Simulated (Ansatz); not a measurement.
# InP: the cost of one run

Method: DFT PBE+D3(BJ), scalar-relativistic, plane waves, PAW, in Ansatz 0.2.0.

The COD entry's cell or inner coordinates are ideal or old and differ from later refinements, so a difference from it is no clean test against experiment.

1 further run of the same task is left out (set aside as unsound or not needed).

## 1. The structure to begin with

Symmetry: F-43m, No. 216, cubic system. Conventional cell: a = 5.894 Å, b = 5.894 Å, c = 5.894 Å, α = 90.00°, β = 90.00°, γ = 90.00°. Around In (site symmetry -43m) lie 4 P at 2.55 Å. P (site symmetry -43m) has 4 In at 2.55 Å in its first shell of neighbours.

As a file:

```xyz
2
Lattice="0.0000 2.9468 2.9468 2.9468 0.0000 2.9468 2.9468 2.9468 0.0000" Properties=species:S:1:pos:R:3 pbc="T T T"
In    0.0000    0.0000    0.0000
P     4.4202    4.4202    4.4202
```

This cell was relaxed beforehand with the same method: volume 25.59 Å³/atom, gap on the mesh 0.62 eV.

## 2. Cutting the slab

Miller indices refer to the conventional cell of the relaxed bulk, F-43m (No. 216): a = 5.894 Å, b = 5.894 Å, c = 5.894 Å, α = 90.00°, β = 90.00°, γ = 90.00°.

A (110) slab, 4.2 Å thick as cut, with 16 Å of vacuum, in a 2×2 surface cell; its outer planes are InP (top) and InP (bottom).

The slab as cut. Layers, bottom to top:

```csv
plane,atoms per cell,height over the lowest (Å)
1,In4P4,0.00
2,In4P4,2.08
3,In4P4,4.17
```

## 3. Relaxing the clean slab

Input file input.yaml:

```yaml
crystal:
  lattice:
    - [8.3347933396, 0.0, 0.0]
    - [0.0, 11.7871777804, 0.0]
    - [0.0, 0.0, 20.1673966698]
  atoms:
    - { symbol: In, position: [0.25, 0.75, 0.3966798557] }
    - { symbol: In, position: [0.25, 0.25, 0.3966798557] }
    - { symbol: In, position: [0.75, 0.75, 0.3966798557] }
    - { symbol: In, position: [0.75, 0.25, 0.3966798557] }
    - { symbol: P, position: [0.5, 0.125, 0.3966798557] }
    - { symbol: P, position: [0.5, 0.625, 0.3966798557] }
    - { symbol: P, position: [0.0, 0.125, 0.3966798557] }
    - { symbol: P, position: [0.0, 0.625, 0.3966798557] }
    - { symbol: In, position: [0.5, 0.5, 0.5] }
    - { symbol: In, position: [0.5, 0.0, 0.5] }
    - { symbol: In, position: [0.0, 0.5, 0.5] }
    - { symbol: In, position: [0.0, 0.0, 0.5] }
    - { symbol: P, position: [0.75, 0.875, 0.5] }
    - { symbol: P, position: [0.75, 0.375, 0.5] }
    - { symbol: P, position: [0.25, 0.875, 0.5] }
    - { symbol: P, position: [0.25, 0.375, 0.5] }
    - { symbol: In, position: [0.75, 0.25, 0.6033201443] }
    - { symbol: In, position: [0.75, 0.75, 0.6033201443] }
    - { symbol: In, position: [0.25, 0.25, 0.6033201443] }
    - { symbol: In, position: [0.25, 0.75, 0.6033201443] }
    - { symbol: P, position: [0.0, 0.625, 0.6033201443] }
    - { symbol: P, position: [0.0, 0.125, 0.6033201443] }
    - { symbol: P, position: [0.5, 0.625, 0.6033201443] }
    - { symbol: P, position: [0.5, 0.125, 0.6033201443] }
basis:
  ecutwfc: 420
kpoints:
  mp_grid: { grid: [2, 2, 1] }
hamiltonian:
  xc: pbe
  dispersion: d3bj
scf:
  occupations: { method: gaussian, width: 0.05 }
output:
  forces: true
  eigenvalues: true
  write_density: true
  write_potential: true
  elf: true
  volumetric_format: npy
relax:
  adjacent_minimum: "off"
  f_tol: 0.03
  max_steps: 70
  constraints: [{ sites: [0, 1, 2, 3, 4, 5, 6, 7] }]
efield:
  axis: 3
  dipole_correction: true
  ramp_width: 0.04
```

Launch:

```bash
> ansatz run input.yaml --threads 8 --pin off --max-ram 20480MiB --backend cpu --events-out ev --progress --plain --runs-dir out
```

**Question.** How long does this run take on 8 threads of Arm Neoverse V1, shared host, and how much memory does it need?

About 71 s, with a peak of 5 GiB.
